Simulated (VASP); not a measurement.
Set up this calculation in VASP 6.6.1, as the native input.

```yaml
Task: relaxation of cell and atoms
Functional: BLYP
Potentials_or_basis: VASP PAW PBE potentials, release 64 (C)
Cutoff: 600 eV
k_mesh: 10 × 10 × 10
Occupations: fermi-dirac, width 0.05 eV
Spin: no spin polarisation
Further_INCAR_settings: ALGO = Normal; EDIFF = 1e-06; IBRION = 2; EDIFFG = -0.01; NSW = 60; ISIF = 3
```

The structure of C lies in POSCAR:

```
C
1.0
    2.6197200000      0.0000000000      0.0000000000
    0.0000000000      2.6197200000      0.0000000000
    0.0000000000      0.0000000000      2.6197200000
C
3
Direct
    0.0000000000      0.5000000000      0.5000000000
    0.5000000000      0.0000000000      0.5000000000
    0.5000000000      0.5000000000      0.0000000000
```

The cell was built by a generator and needn't be a form met in nature.

One way to write it, as run:

INCAR

```
  PREC = Accurate
  ENCUT = 600
  EDIFF = 1E-6
  ISMEAR = -1
  SIGMA = 0.05
  LREAL = False
  LASPH = True
  NELM = 80
  ALGO = Normal
  ISIF = 3
  LWAVE = False
  LCHARG = False
  GGA = B5
  ALDAX = 1.0
  AGGAX = 1.0
  AGGAC = 1.0
  ALDAC = 0.0
  IBRION = 2
  NSW = 60
  EDIFFG = -0.01
```

KPOINTS

```
regular mesh
0
Gamma
  10 10 10
```

Potentials or basis: VASP PAW PBE potentials, release 64 (C).

Launch:

```console
$ cat potpaw_PBE.64/C/POTCAR > POTCAR
$ mpirun -np 1 vasp_std > vasp.out
```

Results of the run:

The relaxed volume is 6.75 Å³/atom, the relaxed cell is a = 2.726 Å, b = 2.726 Å, c = 2.726 Å, α = 90.00°, β = 90.00°, γ = 90.00° and the space group after relaxing (to 0.05 Å) is Pm-3m (No. 221). The energy gained by relaxing is 43.3 meV/atom and the ionic steps are 4. The pressure after relaxing is 0.1 GPa and the band gap on the k mesh is none (metal or under the smearing width).

Caveat: the PAW data sets were made with another functional, which shifts forces and pressure a little.

Run time: 31 s on 1 thread of Intel(R) Xeon(R) Platinum 8259CL CPU @ 2.50GHz (Skylake/Cascade Lake), on a shared host, peak memory 0.13 GiB.
